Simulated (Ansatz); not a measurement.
**Cu in Ansatz: the effect of functional**

The system is Cu.

```
CELL_PARAMETERS angstrom
1.24236 -4.05437 0.00000
1.24236 4.05437 0.00000
0.00000 0.00000 2.52405
ATOMIC_POSITIONS crystal
Cu 0.86613 0.13387 0.75000
Cu 0.13387 0.86613 0.25000
```

This isn't the form of Cu at room conditions, which is fcc.

The cell isn't the ideal one: volume scaled by 1.06.

Alike in all runs:

- Program: Ansatz 0.2.0
- Task: single point
- Potentials or basis: Ansatz PAW
- k mesh: 11 × 11 × 11
- Occupations: fermi-dirac, width 0.05 eV
- Spin: no spin polarisation

| functional | cutoff | pressure (GPa) | largest force (eV/Å) |
| --- | --- | --- | --- |
| LDA | 420 eV (not typed: the program's choice for these potentials) | -14.2 | 0.11 |
| PBEsol | 420 eV (not typed: the program's choice for these potentials) | ? | ? |
| r2SCAN | 500 eV (not typed: the program's choice for these potentials) | -7.2 | 0.06 |

**Question.** What does the run with functional PBEsol give?

**Answer.** Pressure -8.8 GPa; largest force 0.07 eV/Å.

Caveats: the PAW data sets come from PBE, with cores solved anew for the run's functional, which leaves a small shift of forces and pressure.
